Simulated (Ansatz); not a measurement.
CuAu3:

```
Au Cu
1.0
     3.98000    0.00000    0.00000
     0.00000    3.98000    0.00000
     0.00000    0.00000    3.98000
Au Cu
3 1
Direct
  0.50000 0.50000 0.00000
  0.50000 0.00000 0.50000
  0.00000 0.50000 0.50000
  0.00000 0.00000 0.00000
```

```yaml
Program: Ansatz 0.2.0
Task: relaxation of cell and atoms
Functional: PBEsol
Dispersion: D3(BJ)-ATM
Potentials_or_basis: Ansatz PAW
Cutoff: "420 eV (not typed: the program's choice for these potentials)"
k_mesh: 7 × 7 × 7
Occupations: fermi-dirac, width 0.05 eV
Spin: no spin polarisation
```

At the start: volume 15.76 Å³/atom.

Problem. Where does the relaxation end?

Solution. It ends after 4 steps and the volume is 15.29 Å³/atom (-3.0 %); space group Pm-3m (No. 221, to 0.05 Å).

Step by step:
```tsv
step	energy change (eV)	largest force (eV/Å)	volume (Å³)
1	0.0000	0.0000	63.04
2	-0.0336	0.0000	61.33
3	-0.0339	0.0000	61.15
4	-0.0331	0.0000	61.15
```

Final structure:
```cif
data_structure
_symmetry_space_group_name_H-M 'P 1'
_symmetry_Int_Tables_number 1
_cell_length_a 3.9398
_cell_length_b 3.9398
_cell_length_c 3.9398
_cell_angle_alpha 90.000
_cell_angle_beta 90.000
_cell_angle_gamma 90.000
_cell_volume 61.15
loop_
_atom_site_label
_atom_site_type_symbol
_atom_site_fract_x
_atom_site_fract_y
_atom_site_fract_z
_atom_site_occupancy
Au1 Au 0.50000 0.50000 0.00000 1
Au2 Au 0.50000 0.00000 0.50000 1
Au3 Au 0.00000 0.50000 0.50000 1
Cu1 Cu 0.00000 0.00000 0.00000 1
```

Caveat: the plane-wave basis is chosen anew once the cell has moved, so the energies of steps on either side of that aren't comparable; pairwise dispersion overbinds metals, which lowers pressure and volume; the PAW data sets come from PBE, with cores solved anew for the run's functional, which leaves a small shift of forces and pressure.
